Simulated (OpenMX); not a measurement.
**MgS (Niningerite) under changes of volume**

One of the cells (17.609 Å³/atom); the others are scaled copies at fixed shape and fractional positions:

```
CELL_PARAMETERS angstrom
0.00000 2.60165 2.60165
2.60165 0.00000 2.60165
2.60165 2.60165 0.00000
ATOMIC_POSITIONS crystal
S 0.50000 0.50000 0.50000
Mg 0.00000 0.00000 0.00000
```

```yaml
Program: OpenMX 3.8.5
Functional: PBE
Potentials_or_basis: OpenMX 2013 PBE set, S7.0-s2p2d1, Mg7.0-s3p2, fixed grid of 40 × 40 × 40 points
k_mesh: 9 × 9 × 9
Occupations: fermi-dirac, width 0.05 eV
Spin: no spin polarisation
```

```csv
volume (Å³/atom),energy over the lowest point (meV/atom),gap on the mesh (eV)
16.553,32.17,2.90
16.905,17.20,2.85
17.257,?,?
17.609,1.65,2.76
17.962,0.00,2.72
18.314,2.12,2.67
18.666,7.39,2.63
```

Task: What does the run at 17.257 Å³/atom give?

Result: Energy over the lowest point 7.26 meV/atom; gap on the mesh 2.81 eV.

Worked out: A Birch-Murnaghan fit of order 3 (a polynomial in V^(-2/3)) to the other rows has its minimum at 17.93 Å³/atom with B0 = V·E''(V) = 84 GPa and B' = 4.3. It gives 7.19 meV/atom at 17.257 Å³/atom, against the run's 7.26. A straight line through the other rows of the gap, of slope -2.24 eV per unit of ln V, gives 2.81 eV, against the run's 2.81.

Energies are extrapolated to zero smearing.

Caveats: an odd mesh through Γ misses points on the zone boundary, where band edges often lie; the basis of atomic orbitals isn't converged, which shifts pressures, moduli and gaps.
